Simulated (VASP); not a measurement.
# Al2O3 (P-6m2) in VASP: notebook, part 2 of 2

VASP 6.6.1.

### Step 3. Optical spectrum, LDA

Input file INCAR:

```
PREC = Accurate ; ENCUT = 520
EDIFF = 1E-7 ; ISMEAR = 0
SIGMA = 0.02 ; LREAL = F
LASPH = T ; NELM = 60
ALGO = Normal ; ISIF = 2
LWAVE = F ; LCHARG = F
LOPTICS = T ; NBANDS = 36
NEDOS = 1000 ; CSHIFT = 0.1
```

Input file KPOINTS:

```
regular mesh
0
Gamma
  11 11 3
```

Input file POSCAR:

```
Al2O3
1.0
    2.8843249483      0.0000000000      0.0000000000
   -1.4421624742      2.4978986780      0.0000000000
    0.0000000000      0.0000000000      9.3367544600
Al O
2 3
Direct
    0.0000000000      0.0000000000      0.8500076700
    0.0000000000      0.0000000000      0.1499923300
    0.3333333333      0.6666666667      0.7776830800
    0.6666666667      0.3333333333      0.0000000000
    0.3333333333      0.6666666667      0.2223169200
```

Potentials or basis: VASP PAW LDA potentials, release 64 (Al, O).

Command:

```bash
> cat potpaw_LDA.64/Al/POTCAR potpaw_LDA.64/O/POTCAR > POTCAR
> mpirun -np 1 vasp_std > vasp.out
```

OUTCAR:

```text
PREC = Accurate
   ENCUT = 520
   EDIFF = 1E-7
   ISMEAR = 0
   LREAL = F
   LASPH = T
   NELM = 60
   ISIF = 2

 ion  position               nearest neighbor table
   1  0.000  0.000  0.850-   3 1.80   3 1.80   3 1.80   4 2.18   4 2.18   4 2.18   2 2.80
   2  0.000  0.000  0.150-   5 1.80   5 1.80   5 1.80   4 2.18   4 2.18   4 2.18   1 2.80
   3  0.333  0.667  0.778-   1 1.80   1 1.80   1 1.80
   4  0.667  0.333  0.000-   1 2.18   2 2.18   1 2.18   2 2.18   1 2.18   2 2.18
   5  0.333  0.667  0.222-   2 1.80   2 1.80   2 1.80

  LATTYP: Found a hexagonal cell.
 ALAT       =     2.8843249483
 C/A-ratio  =     3.2370674689

  Lattice vectors:

 A1 = (   2.8843249483,   0.0000000000,   0.0000000000)
 A2 = (  -1.4421624742,   2.4978986780,   0.0000000000)
 A3 = (   0.0000000000,   0.0000000000,   9.3367544600)

Analysis of symmetry for initial positions (statically):
=====================================================================
 Subroutine PRICEL returns:
 Original cell was already a primitive cell.

 Routine SETGRP: Setting up the symmetry group for a
 hexagonal supercell.

 Subroutine GETGRP returns: Found 12 space group operations
 (whereof 12 operations were pure point group operations)
 out of a pool of 24 trial point group operations.

[... 854 lines left out ...]
     -0.00000      1.66527      2.07572        -0.000000      0.000000     -0.497743
 -----------------------------------------------------------------------------------
    total drift:                                0.000000     -0.000000      0.000000

  FREE ENERGIE OF THE ION-ELECTRON SYSTEM (eV)
  ---------------------------------------------------
  free  energy   TOTEN  =       -40.0932931847 eV

  energy  without entropy=      -40.0932931847  energy(sigma->0) =      -40.09329318

 electrical conductivity sigma (Mega S m-1) (frequency dependency in vasprun.xml)
  --------------------------------------------------------------------------------------
       0.000      -0.000       0.000
      -0.000       0.000       0.000
       0.000       0.000       0.000

  frequency dependent IMAGINARY DIELECTRIC FUNCTION (independent particle, no local field effects) density-density
     E(ev)      X         Y         Z        XY        YZ        ZX
  --------------------------------------------------------------------------------------------------------------
     0.00000     0.00000     0.00000     0.00000     0.00000     0.00000     0.00000
     0.56515     0.00193     0.00193     0.00169    -0.00000    -0.00000     0.00000
     1.13030     0.00397     0.00397     0.00349    -0.00000    -0.00000     0.00000
     1.69545     0.00627     0.00627     0.00554    -0.00000    -0.00000     0.00000
     2.26060     0.00903     0.00903     0.00803    -0.00000    -0.00000     0.00000
     2.82575     0.01261     0.01261     0.01136    -0.00000    -0.00000     0.00000
[... 92 lines left out ...]
    55.38473     0.00043     0.00043     0.00041    -0.00000     0.00000    -0.00000
    55.94988     0.00041     0.00041     0.00040    -0.00000     0.00000    -0.00000

  frequency dependent      REAL DIELECTRIC FUNCTION (independent particle, no local field effects) density-density
     E(ev)        X           Y           Z          XY          YZ          ZX
  --------------------------------------------------------------------------------------------------------------
     0.00000     2.73695     2.73695     2.55089    -0.00000    -0.00000     0.00000
     0.56515     2.74237     2.74237     2.55565    -0.00000     0.00000     0.00000
     1.13030     2.75893     2.75893     2.57020    -0.00000     0.00000     0.00000
     1.69545     2.78768     2.78768     2.59554    -0.00000     0.00000     0.00000
     2.26060     2.83059     2.83059     2.63357    -0.00000     0.00000     0.00000
     2.82575     2.89118     2.89118     2.68779    -0.00000     0.00000     0.00000
[... 92 lines left out ...]
    55.38473     0.89492     0.89492     0.89882     0.00000     0.00000    -0.00000
    55.94988     0.89730     0.89730     0.90112     0.00000     0.00000    -0.00000

  frequency dependent IMAGINARY DIELECTRIC FUNCTION (independent particle, no local field effects) current-current
     E(ev)      X         Y         Z        XY        YZ        ZX
  --------------------------------------------------------------------------------------------------------------
     0.00000     6.14706     6.14706     5.48856    -0.00000    -0.00000     0.00000
     0.56515     0.61851     0.61851     0.55220    -0.00000    -0.00000     0.00000
     1.13030     0.31519     0.31519     0.28132    -0.00000    -0.00000     0.00000
     1.69545     0.21714     0.21714     0.19374    -0.00000    -0.00000     0.00000
     2.26060     0.17098     0.17098     0.15256    -0.00000    -0.00000     0.00000
     2.82575     0.14646     0.14646     0.13082    -0.00000    -0.00000     0.00000
[... 92 lines left out ...]
    55.38473     0.00005     0.00005     0.00005    -0.00000     0.00000     0.00000
    55.94988     0.00005     0.00005     0.00005    -0.00000     0.00000     0.00000

  frequency dependent      REAL DIELECTRIC FUNCTION (independent particle, no local field effects) current-current
     E(ev)        X           Y           Z          XY          YZ          ZX
  --------------------------------------------------------------------------------------------------------------
     0.00000     2.73628     2.73628     2.55029    -0.00000    -0.00000     0.00000
     0.56515     2.74163     2.74163     2.55499    -0.00000    -0.00000     0.00000
     1.13030     2.75818     2.75818     2.56953    -0.00000    -0.00000     0.00000
     1.69545     2.78689     2.78689     2.59483    -0.00000    -0.00000     0.00000
     2.26060     2.82974     2.82974     2.63281    -0.00000    -0.00000     0.00000
     2.82575     2.89023     2.89023     2.68694    -0.00000    -0.00000     0.00000
[... 92 lines left out ...]
    55.38473     0.89493     0.89493     0.89883     0.00000     0.00000    -0.00000
    55.94988     0.89730     0.89730     0.90112     0.00000     0.00000    -0.00000
```

OSZICAR:

```text
N       E                     dE             d eps       ncg     rms          rms(c)
DAV:   1     0.882121593478E+02    0.88212E+02   -0.11003E+04  2304   0.595E+02
DAV:   2    -0.396002306158E+02   -0.12781E+03   -0.12320E+03  2788   0.169E+02
DAV:   3    -0.447003967073E+02   -0.51002E+01   -0.50681E+01  2824   0.290E+01
DAV:   4    -0.447555570798E+02   -0.55160E-01   -0.55154E-01  2752   0.328E+00
DAV:   5    -0.447564963480E+02   -0.93927E-03   -0.93926E-03  2800   0.408E-01    0.127E+01
DAV:   6    -0.402580554815E+02    0.44984E+01   -0.75401E+00  2600   0.149E+01    0.450E+00
DAV:   7    -0.401807658612E+02    0.77290E-01   -0.46356E-01  2712   0.289E+00    0.252E+00
DAV:   8    -0.401047504146E+02    0.76015E-01   -0.55981E-02  2728   0.129E+00    0.737E-01
DAV:   9    -0.400922181953E+02    0.12532E-01   -0.73764E-03  2856   0.569E-01    0.189E-01
DAV:  10    -0.400920655289E+02    0.15267E-03   -0.19520E-03  2716   0.203E-01    0.132E-01
DAV:  11    -0.400929500372E+02   -0.88451E-03   -0.12495E-03  2532   0.234E-01    0.758E-02
DAV:  12    -0.400931375720E+02   -0.18753E-03   -0.22108E-04  2692   0.717E-02    0.474E-02
DAV:  13    -0.400932893414E+02   -0.15177E-03   -0.93715E-05  2524   0.476E-02    0.167E-02
DAV:  14    -0.400932922893E+02   -0.29479E-05   -0.63602E-06  2792   0.130E-02    0.383E-03
DAV:  15    -0.400932929774E+02   -0.68807E-06   -0.13503E-06  2596   0.555E-03    0.168E-03
DAV:  16    -0.400932931688E+02   -0.19148E-06   -0.13317E-07  2644   0.176E-03    0.401E-04
DAV:  17    -0.400932931847E+02   -0.15897E-07   -0.55068E-09  2348   0.340E-04
   1 F= -.40093293E+02 E0= -.40093293E+02  d E =-.776499E-19
 imaginary and real dielectric function
```

stdout:

```text
POSCAR found type information on POSCAR AlO
 POSCAR found :  2 types and       5 ions
 scaLAPACK will be used
 LDA part: xc-table for (Slater(with rela. corr.)+CA(PZ))
 , standard interpolation
 POSCAR, INCAR and KPOINTS ok, starting setup
 FFT: planning ... GRIDC
 FFT: planning ... GRID_SOFT
 FFT: planning ... GRID
 WAVECAR not read
 entering main loop
 optical routines
 imaginary and real dielectric function
 recalculating local potential from charge density
 direction            1
 direction            2
 direction            3
```

Run time: 35 s. Hardware: 1 thread of Intel Xeon 6975P-C (Granite Rapids), shared host; peak memory 0.23 GiB.

Results:

```
Free energy            : -40.0933 eV
Pressure               : -6.4 GPa
Largest force          : 0.498 eV/Å
Band gap on the k mesh : 4.74 eV, indirect (least direct gap 4.99 eV)
```

Forces in eV/Å, atoms in the order of the input:
```
Al   0.000  0.000 -0.019
Al   0.000  0.000  0.019
O    0.000  0.000  0.498
O    0.000  0.000  0.000
O    0.000  0.000 -0.498
```

Stress tensor (GPa, compression positive):
```
-7.09  0.00  0.00
 0.00 -7.09  0.00
 0.00  0.00 -5.00
```

Dielectric function (mean over the directions given):
```csv
energy (eV),real part,imaginary part
0.28,2.68,0.00
0.73,2.68,0.00
1.24,2.70,0.00
1.75,2.73,0.01
2.26,2.76,0.01
2.77,2.82,0.01
3.28,2.89,0.02
3.79,2.98,0.02
4.30,3.13,0.04
4.80,3.39,0.09
5.31,3.69,0.80
5.82,3.72,1.15
6.33,3.00,0.63
6.84,3.56,1.10
7.29,3.23,0.66
7.80,4.30,1.36
8.31,3.84,1.95
8.82,3.41,2.07
9.32,3.11,3.12
9.83,3.38,2.55
10.34,2.68,2.13
10.85,1.66,3.18
11.36,2.06,3.12
11.87,1.94,2.93
12.38,1.39,2.22
12.89,1.39,2.44
13.39,0.97,2.76
13.85,0.93,1.98
14.35,1.33,2.97
14.86,0.35,2.76
15.37,0.43,2.84
15.88,0.15,2.61
16.39,-0.49,2.02
16.90,-0.34,1.80
17.41,-0.57,1.61
17.92,-0.36,1.09
18.42,-0.26,1.08
18.93,-0.16,0.99
19.44,-0.21,0.86
19.95,-0.24,0.90
```

Caveat: spectra need much finer meshes, so this one isn't converged; independent-particle spectra lack excitons; an odd mesh through Γ misses points on the zone boundary, where band edges often lie.

### Step 4. Density of states, LDA

POSCAR is that of step 3.

Input file INCAR.step1:

```
SYSTEM = Al2O3
  ALGO = Fast
  EDIFF = 1E-7
  ENCUT = 520
  ISIF = 2
  ISMEAR = 0
  LASPH = .TRUE.
  LCHARG = .TRUE.
  LREAL = .FALSE.
  LWAVE = .FALSE.
  NELM = 80
  PREC = Accurate
  SIGMA = 0.02
```

Input file KPOINTS.step1:

```
k-points
0
G
  11 11 3
  0 0 0
```

Input file INCAR.step2:

```
SYSTEM = Al2O3
  ALGO = Fast
  EDIFF = 1E-7
  ENCUT = 520
  ICHARG = 11
  ISIF = 2
  ISMEAR = -5
  LASPH = .TRUE.
  LCHARG = .FALSE.
  LORBIT = 11
  LREAL = .FALSE.
  LWAVE = .FALSE.
  NEDOS = 1001
  NELM = 80
  PREC = Accurate
  SIGMA = 0.02
```

Input file KPOINTS.step2:

```
k-points
0
G
  17 17 5
  0 0 0
```

Potentials or basis: VASP PAW LDA potentials, release 64 (Al, O).

Command:

```bash
> cat potpaw_LDA.64/Al/POTCAR potpaw_LDA.64/O/POTCAR > POTCAR
> cp INCAR.step1 INCAR
> cp KPOINTS.step1 KPOINTS
> mpirun -np 1 vasp_std > vasp.out
> cp INCAR.step2 INCAR
> cp KPOINTS.step2 KPOINTS
> mpirun -np 1 vasp_std > vasp.out
```

OUTCAR:

```text
SYSTEM = Al2O3
   EDIFF = 1E-7
   ENCUT = 520
   ICHARG = 11
   ISIF = 2
   ISMEAR = -5
   LASPH = .TRUE.
   LORBIT = 11
   LREAL = .FALSE.
   NELM = 80
   PREC = Accurate

 ion  position               nearest neighbor table
   1  0.000  0.000  0.850-   3 1.80   3 1.80   3 1.80   4 2.18   4 2.18   4 2.18   2 2.80
   2  0.000  0.000  0.150-   5 1.80   5 1.80   5 1.80   4 2.18   4 2.18   4 2.18   1 2.80
   3  0.333  0.667  0.778-   1 1.80   1 1.80   1 1.80
   4  0.667  0.333  0.000-   1 2.18   2 2.18   1 2.18   2 2.18   1 2.18   2 2.18
   5  0.333  0.667  0.222-   2 1.80   2 1.80   2 1.80

  LATTYP: Found a hexagonal cell.
 ALAT       =     2.8843249483
 C/A-ratio  =     3.2370674689
[... 667 lines left out ...]
 -----------------------------------------------------------------------------
  energy-cutoff  :      520.00
  volume of cell :       67.27
      direct lattice vectors                 reciprocal lattice vectors
     2.884324948  0.000000000  0.000000000     0.346701574  0.200168247  0.000000000
    -1.442162474  2.497898678  0.000000000     0.000000000  0.400336494  0.000000000
     0.000000000  0.000000000  9.336754460     0.000000000  0.000000000  0.107103598

 POSITION                                       TOTAL-FORCE (eV/Angst)
 -----------------------------------------------------------------------------------
      0.00000      0.00000      7.93631         0.000000     -0.000000     -0.018815
      0.00000      0.00000      1.40044         0.000000     -0.000000      0.018815
     -0.00000      1.66527      7.26104        -0.000000      0.000000      0.497844
      1.44216      0.83263      0.00000         0.000000     -0.000000      0.000000
     -0.00000      1.66527      2.07572        -0.000000     -0.000000     -0.497844
 -----------------------------------------------------------------------------------
    total drift:                                0.000900     -0.000520      0.000000

  FREE ENERGIE OF THE ION-ELECTRON SYSTEM (eV)
  ---------------------------------------------------
  free  energy   TOTEN  =       -40.0932974553 eV

  energy  without entropy=      -40.0932974553  energy(sigma->0) =      -40.09329746

 total charge

# of ion       s       p       d       tot
------------------------------------------
    1        0.332   0.409   0.000   0.741
    2        0.332   0.409   0.000   0.741
    3        1.542   3.616   0.000   5.157
    4        1.542   3.481   0.000   5.023
    5        1.542   3.616   0.000   5.157
--------------------------------------------------
tot          5.289  11.531   0.000  16.819
```

OUTCAR.step1:

```text
SYSTEM = Al2O3
   EDIFF = 1E-7
   ENCUT = 520
   ISIF = 2
   ISMEAR = 0
[... 692 lines left out ...]
      0.00000      0.00000      1.40044         0.000000     -0.000000      0.018939
     -0.00000      1.66527      7.26104        -0.000000      0.000000      0.498115
      1.44216      0.83263      0.00000         0.000000     -0.000000      0.000000
     -0.00000      1.66527      2.07572        -0.000000      0.000000     -0.498115
 -----------------------------------------------------------------------------------
    total drift:                                0.000000     -0.000000      0.000000

  FREE ENERGIE OF THE ION-ELECTRON SYSTEM (eV)
  ---------------------------------------------------
  free  energy   TOTEN  =       -40.0932931993 eV

  energy  without entropy=      -40.0932931993  energy(sigma->0) =      -40.09329320
```

Run time: 43 s. Hardware: 1 thread of Intel Xeon 6975P-C (Granite Rapids), shared host; peak memory 0.21 GiB.

Results:

| Property | Result |
| --- | --- |
| Valence electrons inside the program's atomic spheres | Al 0.74; O 5.16, 5.02 |

States per cell in windows of 0.5 eV (zero at the valence-band top; states under -8 eV left out):
```csv
from (eV),total,O4_p,O3_p,O5_p,Al1_p,Al2_p,Al1_s
-8.0,0.00,0.00,0.00,0.00,0.00,0.00,0.00
-7.5,0.00,0.00,0.00,0.00,0.00,0.00,0.00
-7.0,0.00,0.00,0.00,0.00,0.00,0.00,0.00
-6.5,0.00,0.00,0.00,0.00,0.00,0.00,0.00
-6.0,1.20,0.25,0.13,0.13,0.02,0.02,0.07
-5.5,1.28,0.25,0.16,0.16,0.03,0.03,0.06
-5.0,0.93,0.26,0.07,0.07,0.01,0.01,0.04
-4.5,1.30,0.23,0.20,0.20,0.04,0.04,0.02
-4.0,0.84,0.11,0.16,0.16,0.02,0.02,0.02
-3.5,0.92,0.15,0.18,0.18,0.03,0.03,0.02
-3.0,2.16,0.35,0.45,0.45,0.07,0.07,0.02
-2.5,1.54,0.23,0.36,0.36,0.04,0.04,0.01
-2.0,2.35,0.28,0.63,0.63,0.05,0.05,0.01
-1.5,1.07,0.26,0.24,0.24,0.01,0.01,0.00
-1.0,2.80,0.81,0.57,0.57,0.02,0.02,0.00
-0.5,2.02,0.43,0.51,0.51,0.01,0.01,0.00
0.0,0.00,0.00,0.00,0.00,0.00,0.00,0.00
0.5,0.00,0.00,0.00,0.00,0.00,0.00,0.00
1.0,0.00,0.00,0.00,0.00,0.00,0.00,0.00
1.5,0.00,0.00,0.00,0.00,0.00,0.00,0.00
2.0,0.00,0.00,0.00,0.00,0.00,0.00,0.00
2.5,0.00,0.00,0.00,0.00,0.00,0.00,0.00
3.0,0.00,0.00,0.00,0.00,0.00,0.00,0.00
3.5,0.00,0.00,0.00,0.00,0.00,0.00,0.00
4.0,0.00,0.00,0.00,0.00,0.00,0.00,0.00
4.5,0.02,0.00,0.00,0.00,0.00,0.00,0.00
5.0,0.07,0.00,0.00,0.00,0.00,0.00,0.01
5.5,0.09,0.01,0.00,0.00,0.00,0.00,0.01
6.0,0.11,0.01,0.01,0.01,0.00,0.00,0.01
6.5,0.14,0.02,0.01,0.01,0.00,0.00,0.01
7.0,0.33,0.04,0.01,0.01,0.01,0.01,0.02
7.5,0.80,0.10,0.03,0.03,0.03,0.03,0.05
```

### Step 5. The reference run

An earlier run on the cell as given: functional PBE; potentials or basis VASP PAW PBE potentials, release 64 (Al, O); cutoff 520 eV; k mesh 11 × 11 × 3; occupations fermi-dirac, width 0.05 eV; no spin polarisation.

* Pressure: 0.1 GPa
* Largest force: 0.012 eV/Å
* Band gap on the k mesh: 4.77 eV, indirect (least direct gap 5.01 eV)

### Step 6. Overview

```tsv
task	level	potentials or basis	smearing	k mesh for the DOS	occupations for the DOS	gap on the mesh (eV)	pressure (GPa)	largest force (eV/Å)
dielectric tensor	LDA	VASP PAW LDA potentials, release 64 (Al, O)	gaussian 0.02 eV	-	-	4.74	-	-
optical spectrum	LDA	VASP PAW LDA potentials, release 64 (Al, O)	gaussian 0.02 eV	-	-	4.74	-6.4	0.50
density of states	LDA	VASP PAW LDA potentials, release 64 (Al, O)	gaussian 0.02 eV	17 × 17 × 5	tetrahedron	-	-	-
single point	PBE	VASP PAW PBE potentials, release 64 (Al, O)	fermi-dirac 0.05 eV	-	-	4.77	0.1	0.01
```

Alike in all rows: no spin polarisation; cell as given; k mesh 11 × 11 × 3; cutoff (eV) 520.

Caveats: an odd mesh through Γ misses points on the zone boundary, where band edges often lie (some runs); spectra need much finer meshes, so this one isn't converged (some runs); independent-particle spectra lack excitons (some runs).

Absolute energies hang on the potentials; compare differences alone.
